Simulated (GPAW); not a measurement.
Fitting the PBEsol+D3(zero damping) energy curve of NaCl

It takes space group Fm-3m (No. 225, cubic). The conventional cell has a = 5.588 Å, b = 5.588 Å, c = 5.588 Å, α = 90.00°, β = 90.00°, γ = 90.00°. Around Cl (site symmetry m-3m) lie 6 Na at 2.79 Å. Na (site symmetry m-3m) is surrounded by 6 Cl at 2.79 Å.

The cell is a database's computed one, not the measured one.

The cell was scaled at fixed shape and fractions and run with GPAW, PAW data sets generated for this functional, cutoff 800 eV; PBEsol+D3(zero damping), k mesh 7 × 7 × 7 on the cell of 2 atoms, fermi-dirac occupations of 0.05 eV, no spin polarisation, no spin-orbit coupling. Energies are those that the program minimises, any entropy of the smearing included.

```csv
V (Å³/atom),energy over the lowest row (meV/atom)
20.5039,4.768
20.9402,1.521
21.3764,0.000
21.8127,0.021
22.2489,?
22.6852,4.059
23.1214,7.792
```

Fit the third-order Birch-Murnaghan form, give V0, B0 and B′, and predict the energy left open.

With y = (V0/V)^(2/3), E = E0 + (9 V0 B0/16) [(y - 1)³ B′ + (y - 1)² (6 - 4y)]. Least squares through the rows shown give V0 = 21.5858 Å³/atom, E0 = -0.171 meV, B0 = 26.54 GPa (1 eV/Å³ = 160.218 GPa) and B′ = 4.57, with a largest miss of 0.002 meV. At V = 22.2489 the form with these constants gives 1.424 meV; the run gave 1.423 meV an atom.
